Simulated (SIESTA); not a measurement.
InPd:

```xyz
2
Lattice="3.2719 0.0000 0.0000 0.0000 3.2719 0.0000 0.0000 0.0000 3.2719" Properties=species:S:1:pos:R:3 pbc="T T T"
In    0.0000    0.0000    0.0000
Pd    1.6359    1.6359    1.6359
```

The cell comes from a database or a generator and needn't be the stable form of this composition.

```yaml
Program: SIESTA 5.4.2
Task: single point
Functional: PBE
Potentials_or_basis: PseudoDojo 0.4 standard (PBE files)
Basis: DZP (energy shift 0.003 Ry; two zetas on semicore shells)
Grid_cutoff: 800 Ry
Energy_shift: 0.003 Ry
k_mesh: 8 × 8 × 8
Occupations: fermi-dirac, width 0.05 eV
Spin: no spin polarisation
```

On this cell: pressure 4.1 GPa; largest force zero by symmetry; band gap on the k mesh none (metal or under the smearing width).

The same run follows on a disturbed copy (atoms moved at random, drawn with an rms of 0.05 Å):

```
CELL_PARAMETERS angstrom
3.27188 0.00000 0.00000
0.00000 3.27188 0.00000
0.00000 0.00000 3.27188
ATOMIC_POSITIONS crystal
In 0.99323 0.00032 0.00838
Pd 0.48910 0.50688 0.49185
```

**Question.** What changes?

**Answer.** The energy (extrapolated to zero smearing) moves by +4.3 meV/atom; pressure 4.3 GPa; largest force 0.285 eV/Å; band gap on the k mesh none (metal or under the smearing width).

Forces in eV/Å, atoms in the order of the input:
```
In  -0.065  0.103 -0.257
Pd   0.065 -0.103  0.258
```

Stress tensor (GPa, compression positive):
```
 4.34 -0.04  0.08
-0.04  4.32 -0.12
 0.08 -0.12  4.22
```

Caveats: the basis of atomic orbitals isn't converged, which shifts pressures, moduli and gaps.
